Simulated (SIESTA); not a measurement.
Crystal: PbSe (Clausthalite).

```
Pb Se
1.0
     0.00000    3.06065    3.06065
     3.06065    0.00000    3.06065
     3.06065    3.06065    0.00000
Pb Se
1 1
Direct
  0.00000 0.00000 0.00000
  0.50000 0.50000 0.50000
```

Program: SIESTA 5.4.2. Alike in all runs: task single point; potentials or basis PseudoDojo 0.4 standard (PBE files), DZP (energy shift 0.003 Ry; two zetas on semicore shells); no spin polarisation; cell as given; k mesh 8 × 8 × 8; smearing fermi-dirac 0.05 eV; grid cutoff 500 Ry; energy shift 0.003 Ry.

Problem. Order these runs on this cell by their pressure, lowest first.
A. level vdW-DF2
B. level vdW-DF-C09
C. level vdW-DF
D. level optB88-vdW

Solution. B (1.1 GPa), D (3.6 GPa), C (6.8 GPa), A (8.9 GPa).

Caveats: the potentials were made for another functional, which shifts forces and pressure; the basis of atomic orbitals isn't converged, which shifts pressures, moduli and gaps.

Runs at the PBE level aren't shown here.
